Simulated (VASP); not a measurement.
Write the native input for VASP 6.6.1 that does the following.

```
Task                   : relaxation of cell and atoms
Functional             : PBE
Potentials or basis    : VASP PAW PBE potentials, release 64 (Ta_pv)
Cutoff                 : 350 eV
k mesh                 : 18 × 18 × 18
Occupations            : gaussian, width 0.1 eV
Spin                   : no spin polarisation
Further INCAR settings : ALGO = Normal; EDIFF = 1e-07; IBRION = 2; EDIFFG = -0.002; NSW = 80; ISIF = 3
```

The structure of Ta lies in POSCAR:

```
Ta                                      
1.0
   -1.6590306912      1.6590306912      1.6590306912
    1.6590306912     -1.6590306912      1.6590306912
    1.6590306912      1.6590306912     -1.6590306912
  Ta            
     1
Direct
     0.0000000000000000    0.0000000000000000    0.0000000000000000
```

These files were run (other wordings do the same):

INCAR

```
SYSTEM = Ta
PREC = Accurate ; ENCUT = 350
EDIFF = 1E-7 ; ISMEAR = 0
SIGMA = 0.1 ; LREAL = .False.
LASPH = .True. ; NELM = 100
ALGO = Normal ; ISIF = 3
LWAVE = .False. ; LCHARG = .False.
GGA = PE ; IBRION = 2
NSW = 80 ; EDIFFG = -0.002
```

KPOINTS

```
regular mesh
0
Gamma
  18 18 18
  0 0 0
```

Potentials or basis: VASP PAW PBE potentials, release 64 (Ta_pv).

Run with:

```sh
$ cat potpaw_PBE.64/Ta_pv/POTCAR > POTCAR
$ mpirun -np 1 vasp_std > vasp.out
```

Results of the run:

The relaxed volume is 18.27 Å³/atom. The relaxed cell is a = 2.874 Å, b = 2.874 Å, c = 2.874 Å, α = 109.47°, β = 109.47°, γ = 109.47°. The space group after relaxing (to 0.05 Å) is Im-3m (No. 229), the energy gained by relaxing is 0.0 meV/atom and the ionic steps are 3. The pressure after relaxing is 0.0 GPa and the band gap on the k mesh is none (metal or under the smearing width).

It took 14 s on 1 thread of Intel(R) Xeon(R) 6975P-C (Granite Rapids), with other jobs on the host, peak memory 0.13 GiB.
